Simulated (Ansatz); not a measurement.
ZnTe under a change: isotropic strain +1.34 %

Base system: ZnTe in the zinc blende structure (space group F-43m, No. 216; a = 6.1792 Å).

The change: the cell is scaled by 1.0134 in all directions, atoms relaxed at fixed cell.

Calculations: Ansatz (a program for electronic structure), PBE, PAW, cutoff 420 eV, no spin-orbit coupling, earlier PAW set. k-mesh 9×9×9 (Γ-centred); smearing 0.05 eV (Fermi–Dirac).

The volume per atom rises by 1.20 Å³ (29.49 Å³ → 30.69 Å³) and the space group stays F-43m (No. 216). The shortest interatomic distance grows by 0.036 Å, from 2.676 Å to 2.712 Å and the energy rises by 6.1 meV/atom. The pressure goes from zero to -1.57 GPa and the band gap drops by 0.18 eV, from 1.07 eV to 0.89 eV. The gap character is still direct at Γ and the mean gap deformation potential ΔEg/Δln V is -4.4 eV. The electron mass becomes 0.068 mₑ (at Γ) (base: 0.077 mₑ (at Γ)) and the hole mass (degenerate bands, along [100]) changes from 0.077, 0.48, 0.48 mₑ (at Γ) to 0.068, 0.51, 0.51 mₑ (at Γ). The valley order (the lowest conduction-band minima on the path, energy above the VBM, named in the base's zone) changes from Γ 1.07 eV; L along ⟨111⟩ 1.73 eV; a point along ⟨100⟩, about 0.9 Å⁻¹ from Γ 2.28 eV to Γ 0.89 eV; L along ⟨111⟩ 1.68 eV; a point along ⟨100⟩, about 0.9 Å⁻¹ from Γ 2.32 eV.

With Te present, leaving out spin-orbit coupling can change the band edges. Masses are band curvatures over ±0.01 Å⁻¹ around the edge. No phonon test of stability was made.
